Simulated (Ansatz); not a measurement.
# CuI: the band gap up the ladder of functionals

One table from this session's results is given with a row withheld; the runs are named, their logs left out.

Program: Ansatz 0.2.0. PAW datasets, plane waves. No spin polarisation and no zero-point or thermal motion.

## The cell

The cell was relaxed beforehand with r2SCAN+rVV10.

The symmetry is P4/nmm (No. 129, tetragonal); a = 4.055 Å, c = 6.346 Å in the conventional setting, 26.09 Å³ an atom. Near Cu stand 4 I at 2.64 Å and 4 Cu at 2.87 Å; near I stand 4 Cu at 2.64 Å.

Structure file:

```cif
data_structure
_symmetry_space_group_name_H-M 'P4/nmm:1'
_symmetry_Int_Tables_number 129
_cell_length_a 4.0551
_cell_length_b 4.0551
_cell_length_c 6.3457
_cell_angle_alpha 90.000
_cell_angle_beta 90.000
_cell_angle_gamma 90.000
_cell_volume 104.35
loop_
_atom_site_label
_atom_site_type_symbol
_atom_site_symmetry_multiplicity
_atom_site_Wyckoff_symbol
_atom_site_fract_x
_atom_site_fract_y
_atom_site_fract_z
_atom_site_occupancy
Cu1 Cu 2 a 0.50000 0.50000 0.00000 1
I1 I 2 c 0.50000 0.00000 0.26671 1
```

Set-up of the first run:

The input, input.yaml:

```yaml
crystal:
  lattice:
    - [4.0551102423, 0.0, 0.0]
    - [0.0, 4.0551102423, 0.0]
    - [0.0, 0.0, 6.3456833295]
  atoms:
    - { symbol: Cu, position: [0.5, 0.5, 0.0] }
    - { symbol: Cu, position: [0.0, 0.0, 0.0] }
    - { symbol: I, position: [0.5, 0.0, 0.2667094224] }
    - { symbol: I, position: [0.0, 0.5, 0.7332905776] }
kpoints:
  mp_grid: { grid: [6, 6, 4] }
  band_path:
    path:
      - [[0.0, 0.0, 0.0], [3.878793278376e-51, 0.5, -7.98903174983e-35], [0.5, 0.5, -1.195222912981e-34], [0.0, 0.0, 0.0], [6.320290396418e-52, 1.869070628475e-51, 0.5], [1.482796470307e-51, 0.5, 0.5], [0.5, 0.5, 0.5], [6.320290396418e-52, 1.869070628475e-51, 0.5]]
      - [[3.878793278376e-51, 0.5, -7.98903174983e-35], [1.482796470307e-51, 0.5, 0.5]]
      - [[0.5, 0.5, -1.195222912981e-34], [0.5, 0.5, 0.5]]
    npoints: 10
hamiltonian:
  xc: pbe
scf:
  occupations: { method: fermi_dirac, width: 0.02 }
  n_extra_bands: 5
output:
  forces: true
  stress: true
  eigenvalues: true
```

On the command line:

```
$ ansatz run input.yaml --threads 2 --pin off --max-ram 2211MiB --backend cpu --events-out ev --progress --plain --runs-dir out
```

Steps of the session up to this table: PBE bands along the symmetry lines; Single point with r2SCAN; HSE06; PBE+SOC at the same geometry; PBE0; Single point with LDA; Single point with DDH-PBE0; Single point with HSE06+SOC; LC-ωPBE at the same geometry; r2SCAN0 at the same geometry.

One of the session's tables, all rows but one given; the rest of the session is left out.

```
    level  gap (eV)
      PBE      1.58
   r2SCAN      2.08
    HSE06      2.92
  PBE+SOC         ?
     PBE0      3.60
      LDA      1.39
 DDH-PBE0      2.92
HSE06+SOC      2.64
  LC-ωPBE      7.60
  r2SCAN0      3.93
```

**Question.** Estimate the row for PBE+SOC.

As computed: gap (eV): 1.37. In the column «gap (eV)» it is the lowest.

Meshes: PBE 6×6×4, r2SCAN 6×6×4, HSE06 4×4×4, PBE+SOC 6×6×4, PBE0 4×4×4, LDA 6×6×4, DDH-PBE0 4×4×4, HSE06+SOC 4×4×2, LC-ωPBE 4×4×4, r2SCAN0 4×4×4.

PBE+SOC gives the least gap, 1.37 eV, and LC-ωPBE the largest, 7.60 eV. PBE reaches 54 % of the HSE06 value, and r2SCAN 71 %. PBE0 lies 0.68 eV above HSE06, which differs from it by screening the long-range exchange.

To keep in mind: Warnings in the runs' records: stress exchange threshold loose, stress scf threshold loose.
